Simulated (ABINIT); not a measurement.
# Quasiparticle gap of LiF (Griceite) in ABINIT

How does a plane-wave GW calculation on LiF (Griceite) run from the first input to the gap?

Main program and level: ABINIT 10.8.3; PBE and many-body steps on it, plane waves.

### Step 1. Starting point

It takes space group Fm-3m (No. 225, cubic). The conventional cell has a = 4.028 Å, b = 4.028 Å, c = 4.028 Å, α = 90.00°, β = 90.00°, γ = 90.00°. Li has 6 F at 2.01 Å nearest. Nearest to F lie 6 Li at 2.01 Å. Farther neighbours and most contacts between anions are not listed.

The cell and positions come from the Crystallography Open Database and are kept as given unless a step says otherwise.

### Step 2. Ground state

This step: ABINIT 10.8.3; DFT, PBE, plane waves, norm-conserving pseudopotentials.

The ground-state density comes first.

Contents of run.abi:

```
acell 3*1.0 Angstrom
rprim 
  0.000000000000 2.014000000000 2.014000000000
  2.014000000000 0.000000000000 2.014000000000
  2.014000000000 2.014000000000 -0.000000000000
ntypat 2
znucl 3 9
natom 2
typat 1 2
xred 
  0.000000000000 0.000000000000 0.000000000000
  0.500000000000 0.500000000000 0.500000000000
pp_dirpath "pseudos"
pseudos "Li.upf, F.upf"
ecut 36
ngkpt 8 8 8
nshiftk 1
shiftk 0 0 0
kptopt 1
chksymbreak 0
nband 10
occopt 1
tolvrs 1e-10
nstep 60
prtwf 0
optforces 0
optstress 0
indata_prefix "in"
outdata_prefix "out"
tmpdata_prefix "tmp"
```

On the command line:

```console
$ OMP_NUM_THREADS=1 mpirun -n 4 abinit run.abi > log
```

Numbers of over 12 decimals in the logs are rounded to 6 here.

The log of the run:

```text
.Version 10.8.3 of ABINIT. v10.8.2 released Aug 2026.

 Symmetries : space group Fm -3 m (#225); Bravais cF (face-center cubic)
================================================================================
 Values of the parameters that define the memory need of the present run
     intxc =       0    ionmov =       0      iscf =       7    lmnmax =       5
     lnmax =       5     mgfft =      30  mpssoang =       3    mqgrid =    3001
     natom =       2  nloc_mem =       1    nspden =       1   nspinor =       1
    nsppol =       1      nsym =      48    n1xccc =    2501    ntypat =       2
    occopt =       1   xclevel =       2
-    mband =          10        mffmem =           1         mkmem =           8
       mpw =        1155          nfft =       27000          nkpt =          29
================================================================================
  Rough estimation (10% accuracy) of disk space for files :
================================================================================

--------------------------------------------------------------------------------
------------- Echo of variables that govern the present computation ------------
--------------------------------------------------------------------------------
 -outvars: echo values of preprocessed input variables --------
            acell      1.8897261259E+00  1.8897261259E+00  1.8897261259E+00 Bohr

      chksymbreak           0
             ecut      3.60000000E+01 Hartree
-          fftalg         312

              ixc     -101130
              kpt      0.00000000E+00  0.00000000E+00  0.00000000E+00
                       1.25000000E-01  0.00000000E+00  0.00000000E+00
                       2.50000000E-01  0.00000000E+00  0.00000000E+00
                       3.75000000E-01  0.00000000E+00  0.00000000E+00
                       5.00000000E-01  0.00000000E+00  0.00000000E+00
                       1.25000000E-01  1.25000000E-01  0.00000000E+00
                       2.50000000E-01  1.25000000E-01  0.00000000E+00
                       3.75000000E-01  1.25000000E-01  0.00000000E+00
                       5.00000000E-01  1.25000000E-01  0.00000000E+00
   [... 18 further rows ...]
                      -3.75000000E-01  5.00000000E-01  1.25000000E-01
                      -2.50000000E-01  5.00000000E-01  2.50000000E-01
         kptrlatt        8    0    0      0    8    0      0    0    8
          kptrlen      4.30589384E+01
P           mkmem           8
            natom           2
            nband          10
            ngfft          30      30      30
             nkpt          29
            nstep          60
             nsym          48
           ntypat           2
              occ      2.000000  2.000000  2.000000  2.000000  2.000000  0.000000
                       0.000000  0.000000  0.000000  0.000000
        optforces           0
        optstress           0
            prtwf           0
            rprim      0.0000000000E+00  2.0140000000E+00  2.0140000000E+00
[...]
spgroup         225

           tolvrs      1.00000000E-10

             xred      0.0000000000E+00  0.0000000000E+00  0.0000000000E+00
[...]
znucl        3.00000    9.00000

================================================================================

 chkinp: Checking input parameters for consistency.

================================================================================
== DATASET  1 ==================================================================
-   mpi_nproc: 4, omp_nthreads: 1 (-1 if OMP is not activated)

--- !DatasetInfo
iteration_state: {dtset: 1, }
dimensions: {natom: 2, nkpt: 29, mband: 10, nsppol: 1, nspinor: 1, nspden: 1, mpw: 1155, }
cutoff_energies: {ecut:  36.0, pawecutdg:  -1.0, }
electrons: {nelect:   1.00000000E+01, charge:   0.00000000E+00, occopt:   1.00000000E+00, tsmear:   1.00000000E-02, }

 Real(R)+Recip(G) space primitive vectors, cartesian coordinates (Bohr,Bohr^-1):
 R(1)=  0.0000000  3.8059084  3.8059084  G(1)= -0.1313747  0.1313747  0.1313747
 R(2)=  3.8059084  0.0000000  3.8059084  G(2)=  0.1313747 -0.1313747  0.1313747
 R(3)=  3.8059084  3.8059084  0.0000000  G(3)=  0.1313747  0.1313747 -0.1313747
 Unit cell volume ucvol=  1.1025670E+02 bohr^3
 Angles (23,13,12)=  6.00000000E+01  6.00000000E+01  6.00000000E+01 degrees

 getcut: wavevector=  0.0000  0.0000  0.0000  ngfft=  30  30  30
         ecut(hartree)=     36.000   => boxcut(ratio)=   2.06592

--- Pseudopotential description ------------------------------------------------
- Li Generated using ONCVPSP code by D. R. Hamann
-  3.00000   3.00000  171031                  znucl, zion, pspdat
12 -101130 1 -1 1944                          pspcod,pspxc,lmax,lloc,mmax
     nproj     2     2     0
  pspatm : epsatm=    2.74360059
         --- l  ekb(1:nproj) -->
[...]
pspatm: atomic psp has been read  and splines computed

- F Generated using ONCVPSP code by D. R. Hamann
-  9.00000   7.00000  171031                  znucl, zion, pspdat
12 -101130 2 -1 832                           pspcod,pspxc,lmax,lloc,mmax
     nproj     2     2     1
  pspatm : epsatm=    4.87625608
         --- l  ekb(1:nproj) -->
[...]
1   -3.955629   -1.291931
             2   -2.441503
 pspatm: atomic psp has been read  and splines computed

   7.61985667E+01                                ecore*ucvol(ha*bohr**3)
--------------------------------------------------------------------------------

_setup2: Arith. and geom. avg. npw (full set) are    1137.021    1137.006

================================================================================

--- !BeginCycle
iteration_state: {dtset: 1, }
solver: {iscf: 7, nstep: 60, nline: 4, wfoptalg: 0, }
tolerances: {tolvrs: 1.00E-10, }

     iter   Etot(hartree)      deltaE(h)  residm     vres2
 ETOT  1  -31.947926793313    -3.195E+01 1.669E-01 1.045E+02
 ETOT  2  -31.964561375793    -1.663E-02 8.094E-04 7.177E+01
 ETOT  3  -31.990029328046    -2.547E-02 1.499E-03 2.299E+00
 ETOT  4  -31.990759094639    -7.298E-04 6.646E-04 9.345E-03
 ETOT  5  -31.990761378694    -2.284E-06 1.832E-04 1.498E-04
 ETOT  6  -31.990761394038    -1.534E-08 9.196E-05 6.269E-06
 ETOT  7  -31.990761394117    -7.883E-11 1.076E-04 1.867E-08
 ETOT  8  -31.990761394121    -4.107E-12 4.822E-05 1.008E-10
 ETOT  9  -31.990761394121    -2.416E-13 5.416E-05 1.898E-12

 At SCF step    9       vres2   =  1.90E-12 < tolvrs=  1.00E-10 =>converged.

--- !ResultsGS
iteration_state: {dtset: 1, }
comment   : Summary of ground state results
lattice_vectors:
- [  0.0000000,   3.8059084,   3.8059084, ]
- [  3.8059084,   0.0000000,   3.8059084, ]
- [  3.8059084,   3.8059084,  -0.0000000, ]
lattice_lengths: [   5.38237,    5.38237,    5.38237, ]
lattice_angles: [ 60.000,  60.000,  60.000, ] # degrees, (23, 13, 12)
lattice_volume:   1.1025670E+02
convergence: {deltae: -2.416E-13, res2:  1.898E-12, residm:  5.416E-05, diffor:  0.000E+00, }
etotal    :  -3.19907614E+01
entropy   :   0.00000000E+00
fermie    :  -3.57929276E-02
cartesian_stress_tensor: null
pressure_GPa: null
xred      :
- [  0.0000E+00,   0.0000E+00,   0.0000E+00, Li]
- [  5.0000E-01,   5.0000E-01,   5.0000E-01,  F]
cartesian_forces: null
force_length_stats: {min: null, max: null, mean: null, }

 Integrated electronic density in atomic spheres:
 ------------------------------------------------
 Atom  Sphere_radius  Integrated_density
    1        2.00000          2.33072837
    2        2.00000          7.09534579
================================================================================

 ----iterations are completed or convergence reached----

 Mean square residual over all n,k,spin=   30.366E-08; max=  54.155E-06
 reduced coordinates (array xred) for    2 atoms
       0.000000000000      0.000000000000      0.000000000000
       0.500000000000      0.500000000000      0.500000000000
 rms dE/dt=  0.0000E+00; max dE/dt=  0.0000E+00; dE/dt below (all hartree)
    1       0.000000000000      0.000000000000      0.000000000000
    2       0.000000000000      0.000000000000      0.000000000000

 cartesian coordinates (angstrom) at end:
    1      0.000000     0.000000     0.000000
    2      2.014000     2.014000     2.014000
 length scales=  1.889726125908  1.889726125908  1.889726125908 bohr
              =  1.000000000000  1.000000000000  1.000000000000 angstroms
 prteigrs : about to open file out_EIG
 Fermi (or HOMO) energy (hartree) =  -0.03579   Average Vxc (hartree)=  -0.36444
 Eigenvalues (hartree) for nkpt=  29  k points:
 kpt#   1, nband= 10, wtk=  0.00195, kpt=  0.0000  0.0000  0.0000 (reduced coord)
  -1.53679   -0.76691   -0.03579   -0.03579   -0.03579    0.29916    0.84586    0.84586
   0.84586    0.86111
 prteigrs : prtvol=0 or 1, do not print more k-points.

--- !EnergyTerms
iteration_state     : {dtset: 1, }
comment             : Components of total free energy in Hartree
kinetic             :  2.15157252958555E+01
hartree             :  8.33874810505751E+00
xc                  : -7.30237829568626E+00
Ewald energy        : -2.04741383175823E+01
psp_core            :  6.91101453022233E-01
local_psp           : -2.75093152449752E+01
non_local_psp       : -7.25050438981244E+00
total_energy        : -3.19907613941210E+01
total_energy_eV     : -8.70512964598444E+02
band_energy         : -5.03991163694275E+00

== END DATASET(S) ==============================================================
================================================================================

 -outvars: echo values of variables after computation  --------
           etotal     -3.1990761394E+01
            nband          10
             nkpt          29
          spgroup         225
 [... the other variables as echoed above ...]

 Calculation completed.
```

Run time: 3.7 s. Hardware: 4 MPI ranks of Arm Neoverse V2, shared host; peak memory 0.25 GiB.

Numbers from this step:

```
total energy               : -870.5130 eV
gap                        : 9.114 eV
k of the valence top       : 0, 0, 0
k of the conduction bottom : 0, 0, 0
least direct gap           : 9.114 eV
```

The gap is direct, at Γ.

(Continued in part 2 of 3.)

[Paths, hosts, dates, memory and timing lines, banners, echoed tables and standing remarks are left out of the program output.]

[Logs are printed without paths, hosts, clocks, repeated set-up lines and the standing remarks that a program may print on its own settings, such as how far it seeks lower states.]

[Runs of the session that timed out or met a known fault of the program may be left out.]

[Hosts, paths, dates, database ids (printed as entryN), source tags and the programs' standing remarks are cut or masked in the printed files.]

[G0W0 gaps are taken among the corrected bands and points alone; a level outside them can change the order at an edge.]

[Where Ansatz stands beside ABINIT at settings called matched, ABINIT's density can come from a denser mesh and the files from another edition; pairs whose starting gaps differed by over 0.03 eV were left out, so agreement reads better than it is.]
